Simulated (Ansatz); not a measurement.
The system is TaN.

```
Ta N
1.0
     0.00000    2.49114    2.49114
     2.49114    0.00000    2.49114
     2.49114    2.49114    0.00000
Ta N
1 1
Direct
  0.00000 0.00000 0.00000
  0.25000 0.25000 0.25000
```

The cell comes from a database or a generator and needn't be the stable form of this composition.

```yaml
Program: Ansatz 0.2.0
Task: relaxation of cell and atoms
Functional: BLYP
Potentials_or_basis: Ansatz PAW
Cutoff: "420 eV (not typed: the program's choice for these potentials)"
k_mesh: 9 × 9 × 9
Occupations: fermi-dirac, width 0.05 eV
Spin: no spin polarisation
```

At the start: volume 15.46 Å³/atom.

Question: Where does the relaxation end?

Answer: It ends after 8 steps and the volume is 13.90 Å³/atom (-10.1 %); space group F-43m (No. 216, to 0.05 Å).

The path:
```tsv
step	energy change (eV)	largest force (eV/Å)	volume (Å³)
1	0.0000	0.0000	30.92
2	-0.1710	0.0000	26.58
3	-0.2090	0.0000	28.06
4	-0.2108	0.0000	27.85
5	-0.2109	0.0000	27.83
6	-0.2061	0.0000	27.83
7	-0.2062	0.0000	27.80
8	-0.2062	0.0000	27.80
```

Final structure:
```
Ta N
1.0
     0.00000    2.40426    2.40426
     2.40426    0.00000    2.40426
     2.40426    2.40426    0.00000
Ta N
1 1
Direct
  0.00000 0.00000 0.00000
  0.25000 0.25000 0.25000
```

Caveat: the plane-wave basis is chosen anew once the cell has moved, so the energies of steps on either side of that aren't comparable; the pressure holds a Pulay correction of +0.4 GPa for the finite cutoff; the PAW data sets come from PBE, with cores solved anew for the run's functional, which leaves a small shift of forces and pressure.
